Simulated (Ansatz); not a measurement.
**TePb: relaxation**

Aim: relax the structure. Runs: cell and atoms relaxed (PAW); cell relaxed at -2 GPa (PAW); cell relaxed at 2 GPa (PAW); cell relaxed at 4 GPa (PAW); cell relaxed at 7 GPa (PAW); cell relaxed at 10 GPa (PAW); cell relaxed at 15 GPa (PAW).

Computed with Ansatz 0.2.0 (DFT LDA, frozen-core PAW, scalar-relativistic unless said, unless a step's input says otherwise).

7 further runs of the same task are left out: 7 set aside as unsound or not needed.

## 1. The system as given

It takes space group Fm-3m (No. 225, cubic). Conventional cell: a = 6.462 Å, b = 6.462 Å, c = 6.462 Å, α = 90.00°, β = 90.00°, γ = 90.00°. Around Te (site symmetry m-3m) lie 6 Pb at 3.23 Å. Around Pb (site symmetry m-3m) lie 6 Te at 3.23 Å.

Coordinates:

```xyz
2
Lattice="3.2310 3.2310 0.0000 -3.2310 3.2310 0.0000 0.0000 3.2310 3.2310" Properties=species:S:1:pos:R:3 pbc="T T T"
Te    0.0000    3.2310    0.0000
Pb    0.0000    0.0000    0.0000
```

Cartesian axes are those of the input's lattice vectors. The structure goes back to a database entry.

## 2. Cell and atoms relaxed, PAW

Input file input.yaml:

```yaml
crystal:
  lattice:
    - [3.231, 3.231, 0.0]
    - [-3.231, 3.231, 0.0]
    - [0.0, 3.231, 3.231]
  atoms:
    - { symbol: Te, position: [0.5, 0.5, 0.0] }
    - { symbol: Pb, position: [0.0, 0.0, 0.0] }
kpoints:
  mp_grid: { grid: [10, 10, 10] }
scf:
  occupations: { method: fermi_dirac, width: 0.1 }
hamiltonian:
  xc: lda
  pseudopotentials: { kind: paw }
relax:
  f_tol: 0.002
  max_steps: 80
  cell: {}
output:
  forces: true
  stress: true
```

Command:

```
> ansatz run input.yaml --threads 1 --pin off --max-ram 3072MiB --backend cpu --events-out ev --progress --plain --runs-dir out
```

## 3. Cell relaxed at -2 GPa, PAW

Input file input.yaml:

```yaml
crystal:
  lattice:
    - [3.19091216514, 3.19091216514, 0.0]
    - [-3.19091216514, 3.19091216514, 0.0]
    - [0.0, 3.19091216514, 3.19091216514]
  atoms:
    - { symbol: Te, position: [0.5, 0.5, 0.0] }
    - { symbol: Pb, position: [0.0, 0.0, 0.0] }
kpoints:
  mp_grid: { grid: [6, 6, 6] }
scf:
  occupations: { method: fixed }
hamiltonian:
  xc: lda
  pseudopotentials: { kind: paw }
relax:
  f_tol: 0.002
  max_steps: 80
  cell: { p_target: -2 }
output:
  forces: true
  stress: true
  write_density: true
  write_potential: true
  elf: true
  volumetric_format: npy
```

## 4. Cell relaxed at 2 GPa, PAW

input.yaml: that of step 3 with these lines changed.

```diff
@@ -18,3 +18,3 @@
   max_steps: 80
-  cell: { p_target: -2 }
+  cell: { p_target: 2 }
 output:
```

## 5. Cell relaxed at 4 GPa, PAW

input.yaml: that of step 4 with these lines changed.

```diff
@@ -18,3 +18,3 @@
   max_steps: 80
-  cell: { p_target: 2 }
+  cell: { p_target: 4 }
 output:
@@ -22,5 +22 @@
   stress: true
-  write_density: true
-  write_potential: true
-  elf: true
-  volumetric_format: npy
```

## 6. Cell relaxed at 7 GPa, PAW

input.yaml: that of step 5 with these lines changed.

```diff
@@ -18,3 +18,3 @@
   max_steps: 80
-  cell: { p_target: 4 }
+  cell: { p_target: 7 }
 output:
@@ -22 +22,5 @@
   stress: true
+  write_density: true
+  write_potential: true
+  elf: true
+  volumetric_format: npy
```

## 7. Cell relaxed at 10 GPa, PAW

input.yaml: that of step 6 with these lines changed.

```diff
@@ -18,3 +18,3 @@
   max_steps: 80
-  cell: { p_target: 7 }
+  cell: { p_target: 10 }
 output:
@@ -22,5 +22 @@
   stress: true
-  write_density: true
-  write_potential: true
-  elf: true
-  volumetric_format: npy
```

## 8. Cell relaxed at 15 GPa, PAW

input.yaml: that of step 7 with these lines changed.

```diff
@@ -18,3 +18,3 @@
   max_steps: 80
-  cell: { p_target: 10 }
+  cell: { p_target: 15 }
 output:
```

What does the calculation give? Wanted: cell; volume.

**Answer**, as computed:

| quantity | value |
| --- | --- |
| cell | a = 4.513 Å, b = 4.513 Å, c = 4.513 Å, α = 60.00°, β = 60.00°, γ = 90.00° |
| volume | 32.490 Å³/atom |

The volume changes by -3.7 %. Cautions: frozen-core PAW files fitted under PBE, their cores solved anew for the functional of the run; no spin-orbit coupling on heavy atoms.
